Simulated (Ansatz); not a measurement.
The system is AlRu.

```
Ru Al
1.0
     2.99160    0.00000    0.00000
     0.00000    2.99160    0.00000
     0.00000    0.00000    2.99160
Ru Al
1 1
Cartesian
  1.4958 1.4958 1.4958
  0.0000 0.0000 0.0000
```

```yaml
Program: Ansatz 0.2.0
Task: relaxation of cell and atoms
Functional: RPBE
Potentials_or_basis: Ansatz PAW
Cutoff: "420 eV (not typed: the program's choice for these potentials)"
k_mesh: 9 × 9 × 9
Occupations: fermi-dirac, width 0.05 eV
Spin: no spin polarisation
```

At the start: volume 13.39 Å³/atom.

Q: How do energy, volume and symmetry change on relaxing?

A: It ends after 5 steps and the volume is 13.79 Å³/atom (+3.0 %); space group Pm-3m (No. 221, to 0.05 Å).

The path:
```tsv
step	energy change (eV)	largest force (eV/Å)	volume (Å³)
1	0.0000	0.0000	26.77
2	-0.0137	0.0000	27.75
3	-0.0145	0.0000	27.58
4	-0.0145	0.0000	27.58
5	-0.0149	0.0000	27.58
```

Final structure:
```
Ru Al
1.0
     3.02118    0.00000    0.00000
     0.00000    3.02118    0.00000
     0.00000    0.00000    3.02118
Ru Al
1 1
Direct
  0.50000 0.50000 0.50000
  0.00000 0.00000 0.00000
```

Caveat: the plane-wave basis is chosen anew once the cell has moved, so the energies of steps on either side of that aren't comparable; the PAW data sets come from PBE, with cores solved anew for the run's functional, which leaves a small shift of forces and pressure.
